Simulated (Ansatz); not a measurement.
System: rock-salt NaBr. Method: revPBE in Ansatz (PAW).

Settings: plane-wave cutoff 520 eV, 10×10×10 k mesh, Fermi–Dirac smearing 0.01 eV, scalar-relativistic PAW data made under PBE.

Pressure at four volumes; x = ln(V/29.447 Å³). One pressure is withheld.

| V (Å³/atom) | x | P (GPa) |
|---|---|---|
| 27.681 | -0.0618 | ? |
| 28.269 | -0.0408 | 0.713 |
| 29.447 | 0.0000 | 0.000 |
| 31.214 | 0.0583 | -0.812 |

**Question.** Pass a parabola P(x) through the three rows shown, estimate the bulk modulus and its pressure derivative near zero pressure, and predict the withheld pressure.

**Answer.** Slopes between the rows: (0.000 − (0.713))/(0.0000 − (-0.0408)) = -17.48 and (-0.812 − (0.000))/(0.0583 − (0.0000)) = -13.93 GPa. Their difference over the span 0.0991 is c = 3.55/0.0991 = 35.8 GPa, so P(x) = 0.713 + (-17.48)(x − (-0.0408)) + 35.8 (x − (-0.0408))(x − (0.0000)). At the middle row B = −dP/dx = −[-17.48 + 35.8 × 0.0408] = 16.0 GPa, and B′ = dB/dP = 2c/B = 4.5. At x = -0.0618 the parabola gives 1.127 GPa; the run gives 1.134 GPa. The Birch–Murnaghan fit to the energies at all volumes has B0 = 15.9 GPa and B′ = 4.5.

Measured, for comparison: bulk modulus 22.6 GPa (4 K, zero-point motion not removed; as tabulated in Doll and Stoll (1998), arXiv:cond-mat/9801031). Computed (rounded) less measured: bulk modulus -30 %.

Note: the cell is over a tenth larger than the published one: the level's own overestimate first of all, though another phase or state, or a fault of the published cell, is possible.

Ansatz is a first-principles code.
